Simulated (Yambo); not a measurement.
Input of a Yambo 5.3.0 run:

gw5.in

```
gw0
dyson
el_el_corr
rim_cut
HF_and_locXC
ppa
em1d
RandQpts= 1000000
RandGvec= 50 RL
EXXRLvcs= 36 Ry
VXCRLvcs= 36 Ry
Chimod= "HARTREE"
% BndsRnXp
 1 | 154 |
%
NGsBlkXp= 6 Ry
% LongDrXp
 1 | 1 | 1 |
%
PPAPntXp= 27.21138 eV
% GbndRnge
 1 | 154 |
%
GTermKind= "BG"
DysSolver= "n"
ExtendOut
% QPkrange
 1 | 8 | 2 | 8 |
%
```

File scf.in:

```
&CONTROL
  calculation = 'scf'
  prefix = 'pwscf'
  outdir = './tmp'
  pseudo_dir = './pseudo'
/
&SYSTEM
  ibrav = 0
  nat = 2
  ntyp = 1
  ecutwfc = 36
  nbnd = 9
  occupations = 'smearing'
  smearing = 'fd'
  degauss = 0.00367493
  force_symmorphic = .true.
/
&ELECTRONS
  conv_thr = 4d-10
  electron_maxstep = 120
  mixing_beta = 0.5
/
ATOMIC_SPECIES
Si    28.0850 Si.upf
CELL_PARAMETERS angstrom
   0.0000000000    2.7218511865    2.7218511865
   2.7218511865    0.0000000000    2.7218511865
   2.7218511865    2.7218511865    0.0000000000
ATOMIC_POSITIONS crystal
Si     0.5000000000    0.5000000000    0.5000000000
Si     0.7500000000    0.7500000000    0.7500000000
K_POINTS automatic
8 8 8 0 0 0
```

The input nscf.in:

```
&CONTROL
  calculation = 'nscf'
  prefix = 'pwscf'
  outdir = './tmp'
  pseudo_dir = './pseudo'
/
&SYSTEM
  ibrav = 0
  nat = 2
  ntyp = 1
  ecutwfc = 36
  nbnd = 154
  occupations = 'fixed'
  force_symmorphic = .true.
/
&ELECTRONS
  conv_thr = 1d-08
  diago_full_acc = .true.
  diago_thr_init = 1d-06
/
ATOMIC_SPECIES
Si    28.0850 Si.upf
CELL_PARAMETERS angstrom
   0.0000000000    2.7218511865    2.7218511865
   2.7218511865    0.0000000000    2.7218511865
   2.7218511865    2.7218511865    0.0000000000
ATOMIC_POSITIONS crystal
Si     0.5000000000    0.5000000000    0.5000000000
Si     0.7500000000    0.7500000000    0.7500000000
K_POINTS automatic
4 4 4 0 0 0
```

gw5_1.in

```
gw0
dyson
el_el_corr
rim_cut
HF_and_locXC
ppa
em1d
RandQpts= 1000000
RandGvec= 50 RL
EXXRLvcs= 36 Ry
VXCRLvcs= 36 Ry
Chimod= "HARTREE"
% BndsRnXp
 1 | 154 |
%
NGsBlkXp= 6 Ry
% LongDrXp
 1 | 1 | 1 |
%
PPAPntXp= 27.21138 eV
% GbndRnge
 1 | 154 |
%
GTermKind= "BG"
DysSolver= "n"
ExtendOut
% QPkrange
 1 | 8 | 2 | 8 |
%
GfnQPdb= "E < gw5/ndb.QP"
XfnQPdb= "E < gw5/ndb.QP"
```

Contents of gw5_2.in:

```
gw0
dyson
el_el_corr
rim_cut
HF_and_locXC
ppa
em1d
RandQpts= 1000000
RandGvec= 50 RL
EXXRLvcs= 36 Ry
VXCRLvcs= 36 Ry
Chimod= "HARTREE"
% BndsRnXp
 1 | 154 |
%
NGsBlkXp= 6 Ry
% LongDrXp
 1 | 1 | 1 |
%
PPAPntXp= 27.21138 eV
% GbndRnge
 1 | 154 |
%
GTermKind= "BG"
DysSolver= "n"
ExtendOut
% QPkrange
 1 | 8 | 2 | 8 |
%
GfnQPdb= "E < gw5_1/ndb.QP"
XfnQPdb= "E < gw5_1/ndb.QP"
```

gw5_3.in

```
gw0
dyson
el_el_corr
rim_cut
HF_and_locXC
ppa
em1d
RandQpts= 1000000
RandGvec= 50 RL
EXXRLvcs= 36 Ry
VXCRLvcs= 36 Ry
Chimod= "HARTREE"
% BndsRnXp
 1 | 154 |
%
NGsBlkXp= 6 Ry
% LongDrXp
 1 | 1 | 1 |
%
PPAPntXp= 27.21138 eV
% GbndRnge
 1 | 154 |
%
GTermKind= "BG"
DysSolver= "n"
ExtendOut
% QPkrange
 1 | 8 | 2 | 8 |
%
GfnQPdb= "E < gw5_2/ndb.QP"
XfnQPdb= "E < gw5_2/ndb.QP"
```

Potentials or basis: PseudoDojo 0.4.1 SR PBEsol standard.

The run is started by

```sh
$ OMP_NUM_THREADS=1 pw.x -in scf.in > scf.out
$ OMP_NUM_THREADS=1 pw.x -in nscf.in > nscf.out
$ cd tmp/pwscf.save; p2y; mv SAVE ../..; cd ../..
$ OMP_NUM_THREADS=1 yambo
$ mkdir -p gw5; ln -s $PWD/g0w00/ndb.RIM gw5/
$ OMP_NUM_THREADS=1 yambo -F gw5.in -J gw5 -C gw5_out
$ mkdir -p gw5_1; ln -s $PWD/g0w00/ndb.RIM gw5_1/
$ OMP_NUM_THREADS=1 yambo -F gw5_1.in -J gw5_1 -C gw5_1_out
$ # levels in gw5_1/ndb.QP reset to Eo + Z (Sx + Sc(Eo) - Vxc - shift), the shift holding the valence top or Fermi level at zero
$ mkdir -p gw5_2; ln -s $PWD/g0w00/ndb.RIM gw5_2/
$ OMP_NUM_THREADS=1 yambo -F gw5_2.in -J gw5_2 -C gw5_2_out
$ # levels in gw5_2/ndb.QP reset to Eo + Z (Sx + Sc(Eo) - Vxc - shift), the shift holding the valence top or Fermi level at zero
$ mkdir -p gw5_3; ln -s $PWD/g0w00/ndb.RIM gw5_3/
$ OMP_NUM_THREADS=1 yambo -F gw5_3.in -J gw5_3 -C gw5_3_out
$ # levels in gw5_3/ndb.QP reset to Eo + Z (Sx + Sc(Eo) - Vxc - shift), the shift holding the valence top or Fermi level at zero
```

What does it give for the quasiparticle gap?

1.35 eV.

Predict the least direct quasiparticle gap.

3.37 eV.

What does it give for the quasiparticle gap at Γ?

3.37 eV.

Quasiparticle terms (eV):
| k point | band | Kohn-Sham level | Vxc | Σx | Σc | Z | result |
| --- | --- | --- | --- | --- | --- | --- | --- |
| (0.000, 0.000, 0.000) | 2 | 0.00 | -11.21 | -12.92 | 0.86 | 0.79 | 0.00 |
| (0.000, 0.000, 0.000) | 3 | 0.00 | -11.21 | -12.92 | 0.85 | 0.79 | -0.01 |
| (0.000, 0.000, 0.000) | 4 | 0.00 | -11.21 | -12.92 | 0.86 | 0.79 | 0.00 |
| (0.000, 0.000, 0.000) | 5 | 2.51 | -10.00 | -5.75 | -4.01 | 0.80 | 3.37 |
| (0.000, 0.000, 0.000) | 6 | 2.51 | -10.00 | -5.75 | -4.01 | 0.80 | 3.38 |
| (0.000, 0.000, 0.000) | 7 | 2.51 | -10.00 | -5.75 | -4.01 | 0.80 | 3.37 |
| (0.000, 0.000, 0.000) | 8 | 3.21 | -10.85 | -5.93 | -4.58 | 0.79 | 4.14 |
| (0.000, 0.000, 0.250) | 2 | -3.94 | -10.60 | -13.70 | 2.17 | 0.77 | -4.02 |
| (0.000, 0.000, 0.250) | 3 | -0.76 | -10.99 | -12.88 | 1.04 | 0.79 | -0.77 |
| (0.000, 0.000, 0.250) | 4 | -0.76 | -10.99 | -12.88 | 1.04 | 0.79 | -0.77 |
| (0.000, 0.000, 0.250) | 5 | 1.93 | -10.07 | -5.83 | -4.00 | 0.80 | 2.79 |
| (0.000, 0.000, 0.250) | 6 | 3.45 | -10.04 | -5.49 | -4.26 | 0.80 | 4.35 |
| (0.000, 0.000, 0.250) | 7 | 3.45 | -10.04 | -5.49 | -4.27 | 0.80 | 4.34 |
| (0.000, 0.000, 0.250) | 8 | 6.77 | -10.39 | -4.91 | -5.24 | 0.78 | 7.62 |
| (0.000, 0.000, -0.500) | 2 | -6.98 | -10.16 | -14.85 | 3.66 | 0.73 | -7.12 |
| (0.000, 0.000, -0.500) | 3 | -1.20 | -10.97 | -13.14 | 1.27 | 0.78 | -1.25 |
| (0.000, 0.000, -0.500) | 4 | -1.20 | -10.97 | -13.14 | 1.27 | 0.78 | -1.25 |
| (0.000, 0.000, -0.500) | 5 | 1.43 | -10.07 | -5.95 | -3.89 | 0.80 | 2.29 |
| (0.000, 0.000, -0.500) | 6 | 3.28 | -9.65 | -5.06 | -4.26 | 0.80 | 4.22 |
| (0.000, 0.000, -0.500) | 7 | 3.28 | -9.65 | -5.06 | -4.26 | 0.80 | 4.22 |

Caveat: the k mesh is coarse (spacing up to 0.50 Å⁻¹), so the values aren't converged; this k mesh misses the band edges, so its gaps are larger than the crystal's; between passes the levels were reset to the linearisation about the Kohn-Sham level, since this version mixes two points of expansion; the levels printed in its table differ; this version prints the column dSc/dw multiplied by 27.2; the terminator is approximate in this version, by hundredths of an eV; the quasiparticle gap listed is the Kohn-Sham gap on the denser mesh of the self-consistent run plus the correction found on the GW mesh, so it differs from the gap in the log.
